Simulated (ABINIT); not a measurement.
Rh:

```xyz
1
Lattice="0.0000 1.8979 1.8979 1.8979 0.0000 1.8979 1.8979 1.8979 0.0000" Properties=species:S:1:pos:R:3 pbc="T T T"
Rh    0.0000    0.0000    0.0000
```

Base run:

```yaml
Program: ABINIT 10.8.3 (patched build)
Functional: revPBE
Potentials_or_basis: JTH PAW PBE v2.0
Cutoff: 544 eV
k_mesh: 12 × 12 × 12
Occupations: fermi-dirac, width 0.05 eV
Spin: no spin polarisation
```

Its results: band gap on the k mesh none (metal or under the smearing width); pressure 10.5 GPa.

Question: After a change of settings the same cell gave: band gap on the k mesh none (metal or under the smearing width); pressure -5.1 GPa. Which change was it?
A. functional from revPBE to AM05
B. functional from revPBE to PBE; cutoff from 544 eV to 435 eV; fine-grid cutoff from 1088.46 eV to 870.764 eV
C. functional from revPBE to PBEsol
D. functional from revPBE to PBE

Answer: A.

AM05 binds more tightly than revPBE, so the same cell stands under less pressure.

Caveats: the PAW data sets were made with another functional, which shifts forces and pressure a little.

Not every run made on this cell is shown here.
